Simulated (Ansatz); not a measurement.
**Quadrupolar parameters in Al2O3**

The cell is a Materials Project structure (computed, not necessarily an observed phase), whose atoms a relaxation with PBE at fixed cell left in place.

Space group R-3c:H (No. 167); a = 4.8050, c = 13.1163 Å, γ = 120.00°.

```
site  Wyckoff  site symmetry       x       y       z
  Al      12c             3.  0.0000  0.0000  0.1479
   O      18e             .2  0.0272  0.6667  0.9167
```

One atom of each set is listed; the run and its k-mesh use a cell of 10 atoms with edges of 5.18, 5.18, 5.18 Å.

Computed with Ansatz: DFT, PBE, plane waves and PAW, scalar-relativistic, 420 eV cutoff, Γ-centred 8×8×8 k-points, Fermi–Dirac smearing 0.02 eV.

V_zz is the principal component of the electric field gradient with the largest magnitude, η = (V_xx − V_yy)/V_zz and C_Q = eQV_zz/h.

²⁷Al: I = 5/2, Q = 146.6 mb; ¹⁷O: I = 5/2, Q = -25.58 mb. Nuclear quadrupole moments: year-2017 set (Pyykkö).

| site | atoms | first shell | V_zz (10²¹ V/m²) | η | C_Q (MHz) |
| --- | --- | --- | --- | --- | --- |
| Al | 4 | 6 O at 1.87–1.99 Å | 0.54 | 0.00 | 1.90 |
| O | 6 | 4 Al at 1.87–1.99 Å; also 2 Al at 3.25 Å | -4.00 | 0.52 | 2.47 |

An axis of threefold or higher order runs through Al, so V_zz lies along it and η is zero.
